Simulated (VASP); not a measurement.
Here is a VASP 6.6.1 calculation.

INCAR

```
SYSTEM = AlRu
ALGO = Normal
EDIFF = 1E-7
ENCUT = 520
ISIF = 2
ISMEAR = -1
LASPH = .True.
LCHARG = .False.
LMAXMIX = 4
LMIXTAU = .True.
LREAL = .False.
LWAVE = .False.
METAGGA = LAK
NELM = 60
PREC = Accurate
SIGMA = 0.05
```

File KPOINTS:

```
k-points
0
Gamma
  9 9 9
  0 0 0
```

POSCAR

```
AlRu
1.0
    2.9916000000      0.0000000000      0.0000000000
    0.0000000000      2.9916000000      0.0000000000
    0.0000000000      0.0000000000      2.9916000000
Ru Al
1 1
Direct
    0.5000000000      0.5000000000      0.5000000000
    0.0000000000      0.0000000000      0.0000000000
```

File KPOINTS_OPT:

```
path GXMGRX,MR
10
line-mode
reciprocal
 0.0000000000  0.0000000000  0.0000000000  G
 0.0000000000  0.5000000000  0.0000000000  X

 0.0000000000  0.5000000000  0.0000000000  X
 0.5000000000  0.5000000000  0.0000000000  M

 0.5000000000  0.5000000000  0.0000000000  M
 0.0000000000  0.0000000000  0.0000000000  G

 0.0000000000  0.0000000000  0.0000000000  G
 0.5000000000  0.5000000000  0.5000000000  R

 0.5000000000  0.5000000000  0.5000000000  R
 0.0000000000  0.5000000000  0.0000000000  X

 0.5000000000  0.5000000000  0.0000000000  M
 0.5000000000  0.5000000000  0.5000000000  R
```

Potentials or basis: VASP PAW PBE potentials, release 64 (Ru_pv, Al).

The run is started by

```bash
$ cat potpaw_PBE.64/Ru_pv/POTCAR potpaw_PBE.64/Al/POTCAR > POTCAR
$ mpirun -np 1 vasp_std > vasp.out
```

Predict the pressure.

3.0 GPa.

Estimate the band gap along the path.

none (metal or under the smearing width).

Levels at the corners of the path, in eV from the Fermi level:
| point | band 4 | band 5 | band 6 | band 7 | band 8 | band 9 | band 10 | band 11 | band 12 |
| --- | --- | --- | --- | --- | --- | --- | --- | --- | --- |
| Γ | -10.28 | -3.57 | -3.57 | 0.24 | 0.24 | 0.24 | 6.71 | 6.71 | 6.71 |
| X | -6.16 | -5.77 | -2.65 | -1.64 | -1.64 | 0.50 | 2.72 | 7.82 | 11.11 |
| X | -6.16 | -5.77 | -2.65 | -1.64 | -1.64 | 0.50 | 2.72 | 7.82 | 11.11 |
| M | -6.35 | -3.01 | -1.51 | -1.51 | -1.20 | -1.20 | 1.91 | 5.97 | 6.94 |
| M | -6.35 | -3.01 | -1.51 | -1.51 | -1.20 | -1.20 | 1.91 | 5.97 | 6.94 |
| Γ | -10.28 | -3.57 | -3.57 | 0.24 | 0.24 | 0.24 | 6.71 | 6.71 | 6.71 |
| Γ | -10.28 | -3.57 | -3.57 | 0.24 | 0.24 | 0.24 | 6.71 | 6.71 | 6.71 |
| R | -4.95 | -4.95 | -4.95 | 2.01 | 2.01 | 3.45 | 4.44 | 4.44 | 4.44 |
| R | -4.95 | -4.95 | -4.95 | 2.01 | 2.01 | 3.45 | 4.44 | 4.44 | 4.44 |
| X | -6.16 | -5.77 | -2.65 | -1.64 | -1.64 | 0.50 | 2.72 | 7.82 | 11.11 |
| M | -6.35 | -3.01 | -1.51 | -1.51 | -1.20 | -1.20 | 1.91 | 5.97 | 6.94 |
| R | -4.95 | -4.95 | -4.95 | 2.01 | 2.01 | 3.45 | 4.44 | 4.44 | 4.44 |

Caveat: the PAW data sets were made with another functional, which shifts forces and pressure a little.
